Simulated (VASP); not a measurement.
# Cd (P6_3/mmc) in VASP: settings compared

One crystal, Cd, is run at these levels: PBEsol, RPBE; tasks: relaxation of cell and atoms.

Program: VASP 6.6.1. These are calculated values, not measurements. Logs are shortened: lines on timing, memory, paths and dates and some standing lists are left out, and cuts for length are marked.

## (1) The crystal as given

It takes space group P6_3/mmc (No. 194, hexagonal). The conventional cell has a = 2.958 Å, b = 2.958 Å, c = 5.886 Å, α = 90.00°, β = 90.00°, γ = 120.00°. Cd (site symmetry -6m2) is surrounded by 6 Cd at 2.96 Å.

## (2) Relaxation of cell and atoms, PBEsol

File INCAR:

```
SYSTEM = Cd
  ALGO = Normal
  EDIFF = 1E-7
  EDIFFG = -0.005
  ENCUT = 580
  GGA = PS
  IBRION = 2
  ISIF = 3
  ISMEAR = 0
  LASPH = .True.
  LCHARG = .False.
  LREAL = .False.
  LWAVE = .False.
  NELM = 60
  NSW = 90
  PREC = Accurate
  SIGMA = 0.1
```

File KPOINTS:

```
k-points
0
Gamma
  18 18 8
  0 0 0
```

File POSCAR:

```
Cd
1.0
    2.9584748200      0.0000000000      0.0000000000
   -1.4792374100      2.5621143500      0.0000000000
    0.0000000000      0.0000000000      5.8859279300
Cd
2
Direct
    0.3333333300      0.6666666700      0.2500000000
    0.6666666700      0.3333333300      0.7500000000
```

Potentials or basis: VASP PAW PBE potentials, release 64 (Cd).

Run with:

```bash
cat potpaw_PBE.64/Cd/POTCAR > POTCAR
mpirun -np 1 vasp_std > vasp.out
```

OUTCAR:

```text
SYSTEM = Cd
   EDIFF = 1E-7
   EDIFFG = -0.005
   ENCUT = 580
   GGA = PS
   IBRION = 2
   ISIF = 3
   ISMEAR = 0
   LASPH = .True.
   LREAL = .False.
   NELM = 60
   NSW = 90
   PREC = Accurate

 ion  position               nearest neighbor table
   1  0.333  0.667  0.250-   2 3.40   2 3.40   2 3.40   2 3.40   2 3.40   2 3.40
   2  0.667  0.333  0.750-   1 3.40   1 3.40   1 3.40   1 3.40   1 3.40   1 3.40

  LATTYP: Found a hexagonal cell.
 ALAT       =     2.9584748200
 C/A-ratio  =     1.9895142897

  Lattice vectors:

 A1 = (   2.9584748200,   0.0000000000,   0.0000000000)
 A2 = (  -1.4792374100,   2.5621143500,   0.0000000000)
 A3 = (   0.0000000000,   0.0000000000,   5.8859279300)

Analysis of symmetry for initial positions (statically):
=====================================================================
 Subroutine PRICEL returns:
 Original cell was already a primitive cell.

 Routine SETGRP: Setting up the symmetry group for a
 hexagonal supercell.

 Subroutine GETGRP returns: Found 24 space group operations
 (whereof 12 operations were pure point group operations)
 out of a pool of 24 trial point group operations.

The static configuration has the point symmetry D_3d.
 The point group associated with its full space group is D_6h.

Analysis of symmetry for dynamics (positions and initial velocities):
=====================================================================
 Subroutine PRICEL returns:
 Original cell was already a primitive cell.

 Routine SETGRP: Setting up the symmetry group for a
 hexagonal supercell.

 Subroutine GETGRP returns: Found 24 space group operations
 (whereof 12 operations were pure point group operations)
 out of a pool of 24 trial point group operations.

The dynamic configuration has the point symmetry D_3d.
 The point group associated with its full space group is D_6h.

 Subroutine INISYM returns: Found 24 space group operations
 (whereof 12 operations are pure point group operations),
 and found     1 'primitive' translations

----------------------------------------------------------------------------------------

                                     Primitive cell

  volume of cell :      44.6150

  direct lattice vectors                    reciprocal lattice vectors
     2.958474820  0.000000000  0.000000000     0.338012003  0.195151321  0.000000000
    -1.479237410  2.562114350  0.000000000     0.000000000  0.390302642  0.000000000
     0.000000000  0.000000000  5.885927930     0.000000000  0.000000000  0.169896746

  length of vectors
     2.958474820  2.958474820  5.885927930     0.390302642  0.390302642  0.169896746

  position of ions in fractional coordinates (direct lattice)
     0.333333330  0.666666670  0.250000000
     0.666666670  0.333333330  0.750000000

  ion indices of the primitive-cell ions
   primitive index   ion index
                 1           1
                 2           2

----------------------------------------------------------------------------------------

 KPOINTS: k-points

Automatic generation of k-mesh.
 Grid dimensions read from file:
 generate k-points for:   18   18    8

 Generating k-lattice:

  Cartesian coordinates                     Fractional coordinates (reciprocal lattice)
     0.018778445  0.010841740  0.000000000     0.055555556  0.000000000  0.000000000
     0.000000000  0.021683480  0.000000000     0.000000000  0.055555556  0.000000000
     0.000000000  0.000000000  0.021237093     0.000000000  0.000000000  0.125000000

  Length of vectors
     0.021683480  0.021683480  0.021237093

  Shift w.r.t. Gamma in fractional coordinates (k-lattice)
     0.000000000  0.000000000  0.000000000

 Subroutine IBZKPT returns following result:
 ===========================================

 Found    185 irreducible k-points:

 Following reciprocal coordinates:
            Coordinates               Weight
  0.000000  0.000000  0.000000      1.000000
  0.055556 -0.000000  0.000000      6.000000
  0.111111 -0.000000  0.000000      6.000000
  0.166667  0.000000  0.000000      6.000000
  0.222222 -0.000000  0.000000      6.000000
  0.277778  0.000000  0.000000      6.000000
[... 16 lines left out ...]
  0.333333  0.111111  0.000000     12.000000
  0.388889  0.111111  0.000000     12.000000
 [... further k-points ...]
   k-points           NKPTS =    185   k-points in BZ     NKDIM =    185   number of bands    NBANDS=     16
   number of dos      NEDOS =    301   number of ions     NIONS =      2
   total plane-waves  NPLWV =  27648
   dimension x,y,z NGX =    24 NGY =   24 NGZ =   48
   dimension x,y,z NGXF=    48 NGYF=   48 NGZF=   96
   ions per type =               2
   NGX,Y,Z   is equivalent  to a cutoff of  13.49, 13.49, 13.56 a.u.
   NGXF,Y,Z  is equivalent  to a cutoff of  26.97, 26.97, 27.11 a.u.
 SYSTEM =  Cd
   PREC   = accura    normal or accurate (medium, high low for compatibility)
   ISTART =      0    job   : 0-new  1-cont  2-samecut
   ICHARG =      2    charge: 1-file 2-atom 10-const
   ISPIN  =      1    spin polarized calculation?
   LNONCOLLINEAR =      F non collinear calculations
   LSORBIT =      F    spin-orbit coupling
   LASPH  =      T    aspherical Exc in radial PAW
   ENCUT  =  580.0 eV  42.63 Ry    6.53 a.u.   5.81  5.81 11.56*2*pi/ulx,y,z
   NELM   =     60;   NELMIN=  2; NELMDL= -5     # of ELM steps
   EDIFF  = 0.1E-06   stopping-criterion for ELM
   LREAL  =      F    real-space projection
   EDIFFG = -.5E-02   stopping-criterion for IOM
   NSW    =     90    number of steps for IOM
   IBRION =      2    ionic relax: 0-MD 1-quasi-New 2-CG
   NFREE  =      1    steps in history (QN), initial steepest desc. (CG)
   ISIF   =      3    stress and relaxation
   ISYM   =      2    0-nonsym 1-usesym 2-fastsym
   POTIM  = 0.5000    time-step for ionic-motion
   TEBEG  =    0.0;   TEEND  =   0.0 temperature during run
   PSTRESS=    0.0 pullay stress
   NELECT =      24.0000    total number of electrons
   NUPDOWN=      -1.0000    fix difference up-down
   EMIN   =  10.00;   EMAX   =-10.00  energy-range for DOS
   EFERMI =   0.00;   METHOD = LEGACY
   ISMEAR =     0;   SIGMA  =   0.10  broadening in eV -4-tet -1-fermi 0-gaus
   EFERMI_NEDOS =   21; number of points for ismear=-14 and -15
   IALGO  =     38    algorithm
   IMIX   =      4    mixing-type and parameters
     AMIX     =   0.40;   BMIX     =  1.00
     AMIX_MAG =   1.60;   BMIX_MAG =  1.00
  volume/ion in A,a.u.               =      22.31       150.54
  Fermi-wavevector in a.u.,A,eV,Ry     =   1.331429  2.516037 24.119105  1.772704
  Thomas-Fermi vector in A             =   2.460441
   LORBIT       =      0    0 simple, 1 ext, 2 COOP (PROOUT), +10 PAW based schemes
   GGA     = PS    functional components
   LHFCALC =     F    Hartree Fock is set to
   AEXX    =    0.0000 exact exchange contribution
   IVDW    =     0    specifies the selected vdW correction
   LEPSILON=     F    determine dielectric tensor
   LRPA    =     F    only Hartree local field effects (RPA)
 conjugate gradient relaxation of ions
 non-spin polarized calculation
 Gauss-broadening in eV      SIGMA  =   0.10
  energy-cutoff  :      580.00
  volume of cell :       44.62
 maximum number of plane-waves:      1436
 NGX is ok and might be reduce to    24
   NGX = 11   NGY = 11   NGZ = 23

--------------------------------------- Ionic step        1  -------------------------------------------

 number of electron      24.0000002 magnetization

 Free energy of the ion-electron system (eV)
  ---------------------------------------------------
  ext. energy  EPLUGINS =         0.00000000
  ---------------------------------------------------
  free energy    TOTEN  =        -2.38190017 eV

  energy without entropy =       -2.38019961  energy(sigma->0) =       -2.38104989

------------------------ aborting loop because EDIFF is reached ----------------------------------------

  FORCE on cell =-STRESS in cart. coord.  units (eV):
  Direction    XX          YY          ZZ          XY          YZ          ZX
  --------------------------------------------------------------------------------------
  -------------------------------------------------------------------------------------
  Total       -0.4705434     -0.4705434     -0.7941356      0.0000000     -0.0000000      0.0000000
  in kB      -16.8977534    -16.8977533    -28.5183183      0.0000000     -0.0000000      0.0000000
  external PRESSURE =     -20.7712750 kB  Pullay stress =       0.0000000 kB
[... 89 lines left out ...]
  FREE ENERGIE OF THE ION-ELECTRON SYSTEM (eV)
  ---------------------------------------------------
  free  energy   TOTEN  =        -2.3964455879 eV

  energy  without entropy=       -2.3947561744  energy(sigma->0) =       -2.39560088

[... ionic steps 4 to 9 ...]

--------------------------------------- Ionic step       10  -------------------------------------------

 number of electron      24.0000013 magnetization

------------------------ aborting loop because EDIFF is reached ----------------------------------------

  FORCE on cell =-STRESS in cart. coord.  units (eV):
  Direction    XX          YY          ZZ          XY          YZ          ZX
  --------------------------------------------------------------------------------------
  -------------------------------------------------------------------------------------
  Total        0.0119499      0.0119499     -0.0020150      0.0000000      0.0000000      0.0000000
  in kB        0.4532713      0.4532713     -0.0764308      0.0000000      0.0000000      0.0000000
  external PRESSURE =       0.2767039 kB  Pullay stress =       0.0000000 kB
[... 57 lines left out ...]
  energy  without entropy=       -2.4006143637  energy(sigma->0) =       -2.40181086

--------------------------------------- Ionic step       12  -------------------------------------------

 number of electron      24.0000013 magnetization

 Free energy of the ion-electron system (eV)
  ---------------------------------------------------
  ext. energy  EPLUGINS =         0.00000000
  ---------------------------------------------------
  free energy    TOTEN  =        -2.40300792 eV

  energy without entropy =       -2.40061389  energy(sigma->0) =       -2.40181090

 E-fermi :   3.0326     XC(G=0): -11.3238

 val. band max:        3.0323574974   @ k =   0.3333   0.3333   0.0000
 cond. band min:       3.0435943313   @ k =   0.2222   0.0556   0.1250
 fundamental gap:      0.0112368339
 Fermi energy:         3.0325506681

 k-point     1 :       0.0000    0.0000    0.0000
  band No.  band energies     occupation
      1      -7.0054      2.00000
      2      -6.7395      2.00000
      3      -6.3136      2.00000
      4      -6.3136      2.00000
      5      -6.2612      2.00000
      6      -6.2612      2.00000
[... 8 lines left out ...]
     15      17.5545      0.00000
     16      17.8578      0.00000
[... 420 lines left out ...]
  band No.  band energies     occupation
      1      -6.9927      2.00000
      2      -6.7852      2.00000
      3      -6.7019      2.00000
      4      -6.2346      2.00000
      5      -6.0722      2.00000
      6      -5.9690      2.00000
[... 8 lines left out ...]
     15       7.4236      0.00000
     16       9.0815      0.00000

 [... further k-points ...]
[... 5 lines left out ...]
  --------------------------------------------------------------------------------------
  -------------------------------------------------------------------------------------
  Total        0.0094990      0.0094990     -0.0028011      0.0000000     -0.0000000      0.0000000
  in kB        0.3602044      0.3602044     -0.1062173      0.0000000     -0.0000000      0.0000000
  external PRESSURE =       0.2047305 kB  Pullay stress =       0.0000000 kB
[... 17 lines left out ...]
  FREE ENERGIE OF THE ION-ELECTRON SYSTEM (eV)
  ---------------------------------------------------
  free  energy   TOTEN  =        -2.4030079233 eV

  energy  without entropy=       -2.4006138861  energy(sigma->0) =       -2.40181090

 reached required accuracy - stopping structural energy minimisation
```

Run time: 3.9 min. Hardware: 1 thread of Intel Xeon 6975P-C (Granite Rapids), shared host; peak memory 0.27 GiB.

What came out:

```
Free energy                            : -2.4030 eV
Relaxed volume                         : 21.13 Å³/atom
Relaxed cell                           : a = 2.950 Å, b = 2.950 Å, c = 5.605 Å, α = 90.00°, β = 90.00°, γ = 120.00°
Space group after relaxing (to 0.05 Å) : P6_3/mmc (No. 194)
Energy gained by relaxing              : 10.6 meV/atom
Ionic steps                            : 12
Pressure after relaxing                : 0.0 GPa
Band gap on the k mesh                 : none (metal or under the smearing width)
```

The path:
```csv
step,energy change (eV),largest force (eV/Å),pressure (GPa),volume (Å³)
1,0.0000,0.0000,-2.08,44.62
2,-0.0145,0.0000,0.09,42.77
3,-0.0145,0.0000,0.28,42.63
4,-0.0194,0.0000,0.18,42.42
5,-0.0208,0.0000,0.16,42.26
6,-0.0210,0.0000,0.16,42.20
7,-0.0211,0.0000,0.19,42.15
8,-0.0211,0.0000,-0.14,42.36
9,-0.0211,0.0000,-0.04,42.26
10,-0.0211,0.0000,0.03,42.24
11,-0.0211,0.0000,0.03,42.25
12,-0.0211,0.0000,0.02,42.25
```

Final structure:
```yaml
crystal:
  lattice:
    - [2.95029, 0.00000, 0.00000]
    - [-1.47515, 2.55503, 0.00000]
    - [0.00000, 0.00000, 5.60505]
  atoms:
    - { symbol: Cd, position: [0.33333, 0.66667, 0.25000] }
    - { symbol: Cd, position: [0.66667, 0.33333, 0.75000] }
```

Levels at points of the mesh, in eV from the Fermi level:
```tsv
k point	band 8	band 9	band 10	band 11	band 12	band 13	band 14	band 15	band 16
(0.00, 0.00, 0.00)	-8.77	-8.77	-8.52	-8.52	-3.28	-3.19	10.39	14.52	14.83
(0.50, 0.00, 0.00)	-8.56	-8.24	-8.21	-2.49	-1.92	1.88	2.94	3.16	5.21
(0.00, 0.00, 0.50)	-8.63	-8.63	-8.63	-7.61	-7.61	3.55	3.55	14.86	14.86
(0.50, 0.00, 0.50)	-8.53	-8.22	-8.22	-1.70	-1.70	0.06	0.06	8.01	8.01
```

Caveat: the PAW data sets were made with another functional, which shifts forces and pressure a little.

## (3) Relaxation of cell and atoms, PBEsol

Edit INCAR of step 2 so:

```diff
@@ -4,3 +4,3 @@
   EDIFFG = -0.005
-  ENCUT = 580
+  ENCUT = 480
   GGA = PS
```

KPOINTS is that of step 2.

POSCAR is that of step 2.

Potentials or basis: VASP PAW PBE potentials, release 64 (Cd).

Run with:

```bash
cat potpaw_PBE.64/Cd/POTCAR > POTCAR
mpirun -np 1 vasp_std > vasp.out
```

Run time: 3.1 min. Hardware: 1 thread of Intel Xeon 6975P-C (Granite Rapids), shared host; peak memory 0.24 GiB.

It converged, with:

```yaml
Free_energy: -2.4017 eV
Relaxed_volume: 21.17 Å³/atom
Relaxed_cell: a = 2.952 Å, b = 2.952 Å, c = 5.611 Å, α = 90.00°, β = 90.00°, γ = 120.00°
Space_group_after_relaxing_to_0.05_Å: P6_3/mmc (No. 194)
Energy_gained_by_relaxing: 9.9 meV/atom
Ionic_steps: 10
Pressure_after_relaxing: 0.0 GPa
Band_gap_on_the_k_mesh: none (metal or under the smearing width)
```

Step by step:
```tsv
step	energy change (eV)	largest force (eV/Å)	pressure (GPa)	volume (Å³)
1	0.0000	0.0000	-2.03	44.62
2	-0.0135	0.0000	0.14	42.81
3	-0.0136	0.0000	0.23	42.71
4	-0.0181	0.0000	0.16	42.53
5	-0.0195	0.0000	0.11	42.37
6	-0.0197	0.0000	0.10	42.32
7	-0.0197	0.0000	0.12	42.28
8	-0.0197	0.0000	0.12	42.27
9	-0.0197	0.0000	-0.10	42.40
10	-0.0197	0.0000	-0.02	42.33
```

Final structure:
```cif
data_structure
_symmetry_space_group_name_H-M 'P 1'
_symmetry_Int_Tables_number 1
_cell_length_a 2.9517
_cell_length_b 2.9517
_cell_length_c 5.6107
_cell_angle_alpha 90.000
_cell_angle_beta 90.000
_cell_angle_gamma 120.000
_cell_volume 42.33
loop_
_atom_site_label
_atom_site_type_symbol
_atom_site_fract_x
_atom_site_fract_y
_atom_site_fract_z
_atom_site_occupancy
Cd1 Cd 0.33333 0.66667 0.25000 1
Cd2 Cd 0.66667 0.33333 0.75000 1
```

Levels at points of the mesh, in eV from the Fermi level:
| k point | band 9 | band 10 | band 11 | band 12 | band 13 | band 14 | band 15 | band 16 |
| --- | --- | --- | --- | --- | --- | --- | --- | --- |
| (0.00, 0.00, 0.00) | -8.77 | -8.51 | -8.51 | -3.27 | -3.19 | 10.36 | 14.52 | 14.80 |
| (0.50, 0.00, 0.00) | -8.23 | -8.21 | -2.48 | -1.91 | 1.88 | 2.94 | 3.15 | 5.20 |
| (0.00, 0.00, 0.50) | -8.62 | -8.62 | -7.59 | -7.59 | 3.54 | 3.54 | 14.85 | 14.85 |
| (0.50, 0.00, 0.50) | -8.22 | -8.22 | -1.69 | -1.69 | 0.06 | 0.06 | 8.00 | 8.00 |

Caveat: the PAW data sets were made with another functional, which shifts forces and pressure a little.

## (4) Relaxation of cell and atoms, RPBE

Edit INCAR of step 3 so:

```diff
@@ -4,4 +4,4 @@
   EDIFFG = -0.005
-  ENCUT = 480
-  GGA = PS
+  ENCUT = 600
+  GGA = RP
   IBRION = 2
```

KPOINTS is that of step 3.

POSCAR is that of step 3.

Run with:

```bash
cat potpaw_PBE.64/Cd/POTCAR > POTCAR
mpirun -np 1 vasp_std > vasp.out
```

Wall time 5.1 min (1 thread of Intel Xeon 6975P-C (Granite Rapids), shared host); peak memory 0.27 GiB.

Results (log left out):

* Free energy: -0.7150 eV
* Relaxed volume: 24.39 Å³/atom
* Relaxed cell: a = 3.102 Å, b = 3.102 Å, c = 5.854 Å, α = 90.00°, β = 90.00°, γ = 120.00°
* Space group after relaxing (to 0.05 Å): P6_3/mmc (No. 194)
* Energy gained by relaxing: 31.5 meV/atom
* Ionic steps: 14
* Pressure after relaxing: 0.0 GPa
* Band gap on the k mesh: none (metal or under the smearing width)

The path:
```csv
step,energy change (eV),largest force (eV/Å),pressure (GPa),volume (Å³)
1,0.0000,0.0000,4.70,44.62
2,-0.0622,0.0000,0.00,48.96
3,-0.0622,0.0000,-0.05,49.03
4,-0.0623,0.0000,-0.01,48.99
5,-0.0625,0.0000,0.04,48.87
6,-0.0627,0.0000,0.15,48.63
7,-0.0627,0.0000,0.11,48.66
8,-0.0629,0.0000,0.02,48.76
9,-0.0627,0.0000,-0.17,48.97
10,-0.0629,0.0000,-0.01,48.82
11,-0.0629,0.0000,-0.06,48.84
12,-0.0629,0.0000,-0.03,48.83
13,-0.0629,0.0000,-0.06,48.84
14,-0.0629,0.0000,-0.01,48.78
```

Final structure:
```
Cd
1.0
     3.10191    0.00000    0.00000
    -1.55096    2.68633    0.00000
     0.00000    0.00000    5.85397
Cd
2
Cartesian
  0.0000 1.7909 1.4635
  1.5510 0.8954 4.3905
```

Levels at points of the mesh, in eV from the Fermi level:
```tsv
k point	band 8	band 9	band 10	band 11	band 12	band 13	band 14	band 15	band 16
(0.00, 0.00, 0.00)	-8.69	-8.50	-8.50	-8.11	-3.13	-2.57	9.78	13.58	13.58
(0.50, 0.00, 0.00)	-8.51	-8.29	-8.27	-2.07	-1.85	1.73	2.52	2.89	4.85
(0.00, 0.00, 0.50)	-8.58	-8.58	-8.58	-6.78	-6.78	3.34	3.34	14.12	14.12
(0.50, 0.00, 0.50)	-8.50	-8.28	-8.28	-1.27	-1.27	-0.23	-0.23	7.47	7.47
```

Caveat: the PAW data sets were made with another functional, which shifts forces and pressure a little.

(Part 1 of 2 ends here.)
